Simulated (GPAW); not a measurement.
The system is Pt.

```xyz
2
Lattice="2.7607 0.0000 0.0000 -1.3803 2.3908 0.0000 0.0000 0.0000 4.7921" Properties=species:S:1:pos:R:3 pbc="T T T"
Pt    0.0000    1.5939    1.1980
Pt    1.3803    0.7969    3.5941
```

This isn't the form of Pt at room conditions, which is fcc.

* Program: GPAW 26.7.0
* Task: single point
* Functional: PBEsol
* Potentials or basis: PAW data sets generated in the run's folder for this functional
* Cutoff: 600 eV
* Basis: pw
* k mesh: 11 × 11 × 6
* Occupations: fermi-dirac, width 0.05 eV
* Spin: no spin polarisation

On this cell: pressure -10.7 GPa; largest force under 0.003 eV/Å; band gap on the k mesh none (metal or under the smearing width).

The same run follows on a disturbed copy (atoms moved at random, drawn with an rms of 0.05 Å):

```
Pt
1.0
     2.76067    0.00000    0.00000
    -1.38033    2.39081    0.00000
     0.00000    0.00000    4.79213
Pt
2
Direct
  0.32844 0.68797 0.25286
  0.67332 0.32279 0.74338
```

Problem. What does the disturbed cell give?

Solution. The energy (extrapolated to zero smearing) moves by +2.4 meV/atom; pressure -10.4 GPa; largest force 0.409 eV/Å; band gap on the k mesh none (metal or under the smearing width).

Forces in eV/Å, atoms in the order of the input:
```
Pt  -0.068  0.030 -0.402
Pt   0.068 -0.030  0.402
```

Stress tensor (GPa, compression positive):
```
-10.44   0.06  -0.14
  0.06  -9.95   0.20
 -0.14   0.20 -10.89
```
